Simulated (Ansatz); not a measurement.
## PbF2 monolayer (1T): phonons and vibrational spectra

Wanted: phonon frequencies of PbF2 monolayer (1T) and what follows from them.

Method: DFT PBEsol, scalar-relativistic, plane waves, PAW, in Ansatz 0.2.0.

Report form: the programs' logs are mostly left out.

### Step 1. Set-up

The cell holds 3 atoms: 1 Pb and 2 F. Cell: a = 3.600 Å, b = 3.600 Å, c = 20.000 Å, α = 90.0°, β = 90.0°, γ = 120.0°. Vacuum lies along c.

Structure file:

```cif
data_structure
_symmetry_space_group_name_H-M 'P 1'
_symmetry_Int_Tables_number 1
_cell_length_a 3.6000
_cell_length_b 3.6000
_cell_length_c 20.0000
_cell_angle_alpha 90.000
_cell_angle_beta 90.000
_cell_angle_gamma 120.000
_cell_volume 224.47
loop_
_atom_site_label
_atom_site_type_symbol
_atom_site_fract_x
_atom_site_fract_y
_atom_site_fract_z
_atom_site_occupancy
Pb1 Pb 0.00000 0.00000 0.50000 1
F2 F 0.33333 0.66667 0.54750 1
F3 F 0.66667 0.33333 0.45250 1
```

### Step 2. Rough relaxation

The start is far from rest, so a relaxation with loose tolerances brings it close first.

The program solves this slab on a cell height of its own, 27.6 Å, in place of the one typed.

input.yaml

```yaml
crystal:
  lattice:
    - [3.6, 0.0, 0.0]
    - [-1.8, 3.11769, 0.0]
    - [0.0, 0.0, 20.0]
  atoms:
    - { symbol: Pb, position: [0.0, 0.0, 0.5] }
    - { symbol: F, position: [0.333333, 0.666667, 0.5475] }
    - { symbol: F, position: [0.666667, 0.333333, 0.4525] }
  periodic: [true, true, false]
kpoints:
  mp_grid: { grid: [6, 6, 1] }
hamiltonian:
  xc: pbesol
scf:
  occupations: { method: gaussian, width: 0.1 }
output:
  forces: true
  stress: true
  eigenvalues: true
relax:
  adjacent_minimum: "off"
  f_tol: 0.05
  max_steps: 80
  cell: { stress_2d_tol: 0.02 }
```

Command:

```sh
> ansatz run input.yaml --threads 8 --pin off --max-ram 14336MiB --backend cpu --events-out ev --progress --plain --runs-dir out
```

Run time: 6.7 s. Hardware: 8 threads of Intel Xeon Platinum 8488C (Sapphire Rapids), shared host; peak memory 0.73 GiB; 41 s of CPU time.

Relaxation path:

```csv
step,energy less that of the first step (eV),largest force component (eV/Å),volume (Å³)
1,0.0000,1.7347,309.77
2,-0.6713,0.1962,340.47
3,-0.6929,0.0278,350.63
4,-0.6918,0.0240,355.15
5,-0.6927,0.0061,353.78
6,-0.6928,0.0002,353.79
7*,-0.7519,0.0030,353.79
8,-0.7592,0.0006,362.05
9,-0.7582,0.0022,366.69
10*,-0.7658,0.0028,366.69
11,-0.7655,0.0004,367.59
12*,-0.7659,0.0004,367.59
```

Relaxation steps marked * repeat the geometry before them on a plane-wave basis chosen anew for their cell, so energy and pressure can jump there.

Forces are held to the 12 operations that the run works with; a distortion that breaks them can't arise in this run.

```csv
cell as run,before,after,change
a (Å),3.600,3.922,+8.9 %
b (Å),3.600,3.922,+8.9 %
```

The atoms that moved most (Å, along periodic axes as changes of fractional coordinates times the final cell, across vacuum about the mean position):

```csv
atom,dx,dy,dz,length
F2,0.000,0.000,0.037,0.037
F3,0.000,0.000,-0.037,0.037
```

Final coordinates:

```
Pb F
1.0
     3.92159    0.00000    0.00000
    -1.96079    3.39619    0.00000
     0.00000    0.00000   27.60000
Pb F
1 2
Cartesian
  0.0000 0.0000 10.0000
  0.0000 2.2641 10.9873
  1.9608 1.1321 9.0127
```

A gap read on the k-mesh alone can miss the band edges.

Numbers from this step:

| Property | Result |
| --- | --- |
| gap on the k-mesh | 3.357 eV |
| direct gap on mesh | 4.605 eV |
| area per atom | 4.439 Å² |

The relaxation ends with a largest force component of 3.9e-4 eV/Å.

### Step 3. Bringing the structure to rest

The cell and atoms are relaxed, since residual forces and stress would shift the frequencies.

input.yaml

```yaml
crystal:
  lattice:
    - [3.9215858502, 0.0, 0.0]
    - [-1.9607929251, 3.3961929694, 0.0]
    - [0.0, 0.0, 27.6]
  atoms:
    - { symbol: Pb, position: [0.0, 0.0, 0.3623188406] }
    - { symbol: F, position: [0.3333333333, 0.6666666667, 0.3980896543] }
    - { symbol: F, position: [0.6666666667, 0.3333333333, 0.3265480269] }
  periodic: [true, true, false]
kpoints:
  mp_grid: { grid: [9, 9, 1] }
hamiltonian:
  xc: pbesol
scf:
  occupations: { method: gaussian, width: 0.02 }
output:
  forces: true
  stress: true
  eigenvalues: true
relax:
  adjacent_minimum: "off"
  f_tol: 0.005
  max_steps: 80
  cell: { stress_2d_tol: 0.02 }
```

The job ended after 1.9 s (8 threads; peak memory 0.85 GiB).

Little changed from the start: no atom moved by 0.005 Å and no cell edge by 0.1 %.

Numbers from this step:

```yaml
direct_gap_on_mesh: 4.653 eV
```

### Step 4. Relaxing to small forces for the phonons

Phonons need a cell at rest on their own settings, so the relaxation is repeated with tight tolerances on forces and stress, using the mesh and the filling of the phonon run that follows.

input.yaml, the sections that differ from step 3:

```yaml
scf:
  occupations: { method: fixed }
output:
  forces: true
  stress: true
  eigenvalues: true
  write_density: true
  write_potential: true
  elf: true
  volumetric_format: npy
relax:
  adjacent_minimum: "off"
  f_tol: 0.001
  max_steps: 60
  cell: { stress_2d_tol: 0.002 }
# crystal, kpoints, hamiltonian: as in step 3
```

Elapsed: 2.8 s, on 8 threads; peak memory 0.85 GiB; 17 s of CPU time.

Little changed from the start: no atom moved by 0.005 Å and no cell edge by 0.1 %.

This step gave:

| Quantity | Value |
| --- | --- |
| area per atom | 4.44 Å² |

Electrostatic potential energy in the ac plane at fractional y = 0.000, with atoms of Pb within 0.2 Å of it. With pseudopotentials it is smooth inside the atoms' cores, unlike the true potential.

Ten even steps from '_' (-24 eV) to '@' (0 eV), each cell a mean:
```
@@@@@@@@@@@@@@@@@@@@@@@@@@@@
@@@@@@@@@@@@@@@@@@@@@@@@@@@@
@@@@@@@@@@@@@@@@@@@@@@@@@@@@
@@@@@@@@@@@@@@@@@@@@@@@@@@@@
@@@@@@@@@@@@@@@@@@@@@@@@@@@@
@@@@@@@@@@@@@@@@@@@@@@@@@@@@
@@@@@@@@@@@@@@@@@@@@@@@@@@@@
@@@@@@@@@@@@@@@@@@@@@@@@@@@@
@@@@@@@@@@@@@@@@@@@@@@@@@@@@
@@@@@@@@@@@@@@@@@@@@@@@@@@@@
@@@@@@@@@@@@@@@@@@@@@@@@@@@@
@@@@@@@@@@@@@@@@@@@@@@@@@@@@
@@@@@@@@@@@@@@@@@@@@@@@@@@@@
%%@@@@@@@@@@@@@@@@@@@@@@@@%%
..::::==##%%@@@@@@%%**==::..
______..++%%%%@@%%##==..____
****##%%@@@@@@@@@@@@%%%%##**
@@@@@@@@@@@@@@@@@@@@@@@@@@@@
@@@@@@@@@@@@@@@@@@@@@@@@@@@@
@@@@@@@@@@@@@@@@@@@@@@@@@@@@
@@@@@@@@@@@@@@@@@@@@@@@@@@@@
@@@@@@@@@@@@@@@@@@@@@@@@@@@@
@@@@@@@@@@@@@@@@@@@@@@@@@@@@
@@@@@@@@@@@@@@@@@@@@@@@@@@@@
```
Columns run along a (3.9 Å; values clipped at the 3rd and 97th percentile), rows up along c (27.6 Å). Atoms in or near the plane, at fractional coordinates: Pb at (0.00, 0.36).

Valence density in the ac plane at fractional y = 0.000, with atoms of Pb within 0.2 Å of it. It is the smooth field of the valence electrons, not physical close to the nuclei.

Values in units of 1e0 e/Å³, 24 rows by 14 columns, each cell a mean:
```
0.0 0.0 0.0 0.0 0.0 0.0 0.0 0.0 0.0 0.0 0.0 0.0 0.0 0.0
0.0 0.0 0.0 0.0 0.0 0.0 0.0 0.0 0.0 0.0 0.0 0.0 0.0 0.0
0.0 0.0 0.0 0.0 0.0 0.0 0.0 0.0 0.0 0.0 0.0 0.0 0.0 0.0
0.0 0.0 0.0 0.0 0.0 0.0 0.0 0.0 0.0 0.0 0.0 0.0 0.0 0.0
0.0 0.0 0.0 0.0 0.0 0.0 0.0 0.0 0.0 0.0 0.0 0.0 0.0 0.0
0.0 0.0 0.0 0.0 0.0 0.0 0.0 0.0 0.0 0.0 0.0 0.0 0.0 0.0
0.0 0.0 0.0 0.0 0.0 0.0 0.0 0.0 0.0 0.0 0.0 0.0 0.0 0.0
0.0 0.0 0.0 0.0 0.0 0.0 0.0 0.0 0.0 0.0 0.0 0.0 0.0 0.0
0.0 0.0 0.0 0.0 0.0 0.0 0.0 0.0 0.0 0.0 0.0 0.0 0.0 0.0
0.0 0.0 0.0 0.0 0.0 0.0 0.0 0.0 0.0 0.0 0.0 0.0 0.0 0.0
0.0 0.0 0.0 0.0 0.0 0.0 0.0 0.0 0.0 0.0 0.0 0.0 0.0 0.0
0.0 0.0 0.0 0.0 0.0 0.0 0.0 0.0 0.0 0.0 0.0 0.0 0.0 0.0
0.0 0.0 0.0 0.0 0.0 0.0 0.0 0.0 0.0 0.0 0.0 0.0 0.0 0.0
0.0 0.0 0.0 0.0 0.0 0.0 0.0 0.0 0.0 0.0 0.0 0.0 0.0 0.0
2.3 1.8 0.9 0.4 0.2 0.1 0.1 0.1 0.1 0.1 0.2 0.5 1.2 2.0
6.1 4.5 2.2 0.8 0.3 0.1 0.1 0.1 0.1 0.2 0.4 1.1 2.9 5.0
0.2 0.2 0.1 0.1 0.1 0.1 0.1 0.1 0.1 0.1 0.1 0.1 0.1 0.2
0.0 0.0 0.0 0.0 0.0 0.0 0.0 0.0 0.0 0.0 0.0 0.0 0.0 0.0
0.0 0.0 0.0 0.0 0.0 0.0 0.0 0.0 0.0 0.0 0.0 0.0 0.0 0.0
0.0 0.0 0.0 0.0 0.0 0.0 0.0 0.0 0.0 0.0 0.0 0.0 0.0 0.0
0.0 0.0 0.0 0.0 0.0 0.0 0.0 0.0 0.0 0.0 0.0 0.0 0.0 0.0
0.0 0.0 0.0 0.0 0.0 0.0 0.0 0.0 0.0 0.0 0.0 0.0 0.0 0.0
0.0 0.0 0.0 0.0 0.0 0.0 0.0 0.0 0.0 0.0 0.0 0.0 0.0 0.0
0.0 0.0 0.0 0.0 0.0 0.0 0.0 0.0 0.0 0.0 0.0 0.0 0.0 0.0
```
Columns run along a (3.9 Å), rows up along c (27.6 Å). Atoms in or near the plane, at fractional coordinates: Pb at (0.00, 0.36).

ELF in the ac plane at fractional y = 0.000, with atoms of Pb within 0.2 Å of it. It is the smooth field of the valence electrons, not physical close to the nuclei.

Values, 24 rows by 14 columns, each cell a mean:
```
0.00 0.00 0.00 0.00 0.00 0.00 0.00 0.00 0.00 0.00 0.00 0.00 0.00 0.00
0.00 0.00 0.00 0.00 0.00 0.00 0.00 0.00 0.00 0.00 0.00 0.00 0.00 0.00
0.00 0.00 0.00 0.00 0.00 0.00 0.00 0.00 0.00 0.00 0.00 0.00 0.00 0.00
0.00 0.00 0.00 0.00 0.00 0.00 0.00 0.00 0.00 0.00 0.00 0.00 0.00 0.00
0.00 0.00 0.00 0.00 0.00 0.00 0.00 0.00 0.00 0.00 0.00 0.00 0.00 0.00
0.00 0.00 0.00 0.00 0.00 0.00 0.00 0.00 0.00 0.00 0.00 0.00 0.00 0.00
0.00 0.00 0.00 0.00 0.00 0.00 0.00 0.00 0.00 0.00 0.00 0.00 0.00 0.00
0.00 0.00 0.00 0.00 0.00 0.00 0.00 0.00 0.00 0.00 0.00 0.00 0.00 0.00
0.00 0.00 0.00 0.00 0.00 0.00 0.00 0.00 0.00 0.00 0.00 0.00 0.00 0.00
0.00 0.00 0.00 0.00 0.00 0.00 0.00 0.00 0.00 0.00 0.00 0.00 0.00 0.00
0.00 0.00 0.00 0.00 0.00 0.00 0.00 0.00 0.00 0.00 0.00 0.00 0.00 0.00
0.00 0.00 0.00 0.00 0.00 0.00 0.00 0.00 0.00 0.00 0.00 0.00 0.00 0.00
0.00 0.00 0.00 0.00 0.00 0.01 0.01 0.01 0.01 0.00 0.00 0.00 0.00 0.00
0.12 0.10 0.05 0.03 0.03 0.08 0.14 0.16 0.12 0.06 0.03 0.03 0.06 0.10
0.31 0.34 0.36 0.28 0.14 0.11 0.18 0.22 0.16 0.11 0.18 0.31 0.36 0.33
0.13 0.19 0.35 0.39 0.24 0.10 0.09 0.10 0.08 0.13 0.29 0.41 0.29 0.17
0.29 0.26 0.17 0.09 0.06 0.12 0.22 0.26 0.20 0.09 0.06 0.11 0.20 0.27
0.01 0.01 0.00 0.01 0.01 0.02 0.04 0.04 0.03 0.02 0.01 0.00 0.01 0.01
0.00 0.00 0.00 0.00 0.00 0.00 0.00 0.00 0.00 0.00 0.00 0.00 0.00 0.00
0.00 0.00 0.00 0.00 0.00 0.00 0.00 0.00 0.00 0.00 0.00 0.00 0.00 0.00
0.00 0.00 0.00 0.00 0.00 0.00 0.00 0.00 0.00 0.00 0.00 0.00 0.00 0.00
0.00 0.00 0.00 0.00 0.00 0.00 0.00 0.00 0.00 0.00 0.00 0.00 0.00 0.00
0.00 0.00 0.00 0.00 0.00 0.00 0.00 0.00 0.00 0.00 0.00 0.00 0.00 0.00
0.00 0.00 0.00 0.00 0.00 0.00 0.00 0.00 0.00 0.00 0.00 0.00 0.00 0.00
```
Columns run along a (3.9 Å), rows up along c (27.6 Å). Atoms in or near the plane, at fractional coordinates: Pb at (0.00, 0.36).

The largest force component left is 0.36 meV/Å, within the tolerances set.

### Step 5. Zone-centre response

The zone centre comes first: it holds the modes that light can see, as far as symmetry allows. The response to a homogeneous field gives the Born charges and the dielectric tensor, and its change with displacement the Raman tensors.

input.yaml

```yaml
crystal:
  lattice:
    - [3.9217949026, 0.0, 0.0]
    - [-1.9608974513, 3.3963740141, 0.0]
    - [0.0, 0.0, 27.6]
  atoms:
    - { symbol: Pb, position: [0.0, 0.0, 0.3623188406] }
    - { symbol: F, position: [0.3333333333, 0.6666666667, 0.3980907034] }
    - { symbol: F, position: [0.6666666667, 0.3333333333, 0.3265469778] }
  periodic: [true, true, false]
kpoints:
  mp_grid: { grid: [9, 9, 1] }
hamiltonian:
  xc: pbesol
scf:
  occupations: { method: fixed }
output:
  eigenvalues: true
phonons:
  method: dfpt
  dielectric: true
  raman: true
```

Wall time 72 s (8 threads); peak memory 3.5 GiB.

Numbers from this step:

- sum-rule residual before enforcement: 1.36e-4 eV/Å²
- miss of the charge sum rule: 7.64e-5 e
- point group: -3m
- highest optical mode at the zone centre (no LO-TO term): 244.8 cm⁻¹
- lowest optical zone-centre mode: 98.78 cm⁻¹
- largest Born charge (third of the trace): 2.710 e

Without the LO-TO term. Patterns of degenerate modes are one choice out of their space. Modes at Γ, with each element's share of the kinetic energy:

```csv
mode,frequency (cm⁻¹),symmetry,Pb %,F %
1,0.0,acoustic,85,15
2,0.0,acoustic,85,15
3,0.0,acoustic,85,15
4,98.8,Eu,15,85
5,98.8,Eu,15,85
6,231.5,A2u,15,85
7,231.8,A1g,0,100
8,244.8,Eg,0,100
9,244.8,Eg,0,100
```

Displacements in mode 5 (98.8 cm⁻¹), the largest set to 1:
```
Pb1 -0.18  0.00  0.00
F2   1.00  0.00  0.00
F3   1.00  0.00  0.00
```

Displacements in mode 9 (244.8 cm⁻¹), the largest set to 1:
```
Pb1  0.00  0.00  0.00
F2   0.33  1.00  0.00
F3  -0.33 -1.00  0.00
```

High-frequency dielectric tensor, averaged over the cell of height 27.6 Å or as lengthened by the program, vacuum included. Tensor:

```csv
,x,y,z
x,1.377,0,0
y,0,1.377,0
z,0,0,1.093
```

Born charge (rows field, columns displacement) (e), principal values of the symmetric part by kind of site:

```csv
atom,atoms with these values,low,middle,high,mean
Pb1,1,0.68,3.72,3.72,2.71
F2,2,-1.86,-1.86,-0.34,-1.35
```

In full for Pb1:

```
3.72 0.00 0.00
0.00 3.72 0.00
0.00 0.00 0.68
```

Transverse modes. Infrared lines, with heights relative to the strongest:

```csv
position (cm⁻¹),lines merged,relative intensity
99,1,100
232,2,1.7
245,1,0.0
```

Activity x (w_L - w)^4 (n + 1)/w, 532 nm, 300 K. Lines of the Raman spectrum (strongest = 100):

```csv
position (cm⁻¹),lines merged,relative intensity
99,1,0.0
232,2,73
245,1,100
```

Before it was imposed, the acoustic sum rule was missed by 1.4e-4 eV/Å² and the charge sum rule by 7.6e-5 e. Small misses are needed for a sound result but don't prove that mesh and cutoff are converged. The lowest optical mode is real, 98.8 cm⁻¹.

(Continued in part 2 of 2.)

[Logs are printed without paths, hosts, clocks, repeated set-up lines and the standing remarks that a program may print on its own settings, such as how far it seeks lower states.]

[Hosts, paths, dates, database ids (printed as entryN), source tags and the programs' standing remarks are cut or masked in the printed files.]
